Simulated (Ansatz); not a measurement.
## Na2S: zone-centre modes at 2 GPa

These are results of DFT LDA, scalar-relativistic, plane waves, PAW in Ansatz 0.2.0, not measurements. Settings: 420 eV plane-wave cutoff, Γ-centred 8×8×8 mesh, fixed occupations. No spin polarisation. Phonons by linear response, acoustic sum rule imposed.

The cell, relaxed at 2 GPa:
```
CELL_PARAMETERS angstrom
0.00000 3.13596 3.13596
3.13596 0.00000 3.13596
3.13596 3.13596 0.00000
ATOMIC_POSITIONS crystal
Na 0.25000 0.25000 0.25000
Na 0.75000 0.75000 0.75000
S 0.00000 0.00000 0.00000
```

Task: Is this structure stable against zone-centre distortions?

Result: Yes, at Γ: no optical mode is imaginary. Strains and other wave vectors aren't tested by this run.

Task: List the optical modes at Γ without the LO field (i marks imaginary ones).

Result:
```tsv
frequency (cm⁻¹)	degeneracy	IR intensity of the level ((D/Å)²/amu)
212	3	0.00
243	3	12.45
```

Cost: 1 run of about 1.2 core-minutes, on Arm Neoverse V2 (shared hosts).